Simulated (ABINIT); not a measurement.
## ZrC: single point with LDA

Crystal: ZrC.

```
Zr C
1.0
     0.00000    2.36500    2.36500
     2.36500    0.00000    2.36500
     2.36500    2.36500    0.00000
Zr C
1 1
Cartesian
  2.3650 2.3650 2.3650
  0.0000 0.0000 0.0000
```

```
Program             : ABINIT 10.8.3 (patched build)
Task                : single point
Functional          : LDA
Potentials or basis : HGH LDA
Cutoff              : 1225 eV
k mesh              : 8 × 8 × 8
Occupations         : fermi-dirac, width 0.05 eV
Spin                : no spin polarisation
```

| Quantity | Value |
| --- | --- |
| Band gap on the k mesh | none (metal or under the smearing width) |
| Valence electrons inside the program's atomic spheres | Zr 1.07; C 3.73 |

Levels at points of the mesh, in eV from the Fermi level:
| k point | band 1 | band 2 | band 3 | band 4 | band 5 | band 6 | band 7 | band 8 |
| --- | --- | --- | --- | --- | --- | --- | --- | --- |
| (0.00, 0.00, 0.00) | -11.30 | 1.05 | 1.05 | 1.05 | 1.15 | 1.15 | 1.15 | 2.46 |
| (0.50, 0.00, 0.00) | -8.41 | -5.29 | -2.94 | -2.94 | 4.39 | 4.39 | 5.23 | 6.86 |
| (0.50, 0.50, 0.00) | -9.90 | -2.39 | -1.69 | 0.06 | 0.06 | 4.06 | 5.60 | 5.60 |

Run time: 13 s on 1 thread of Arm Neoverse V2 (shared host), peak memory 0.07 GiB.

Caveat: HGH potentials are hard and often keep d shells in the core, so these values are rough.
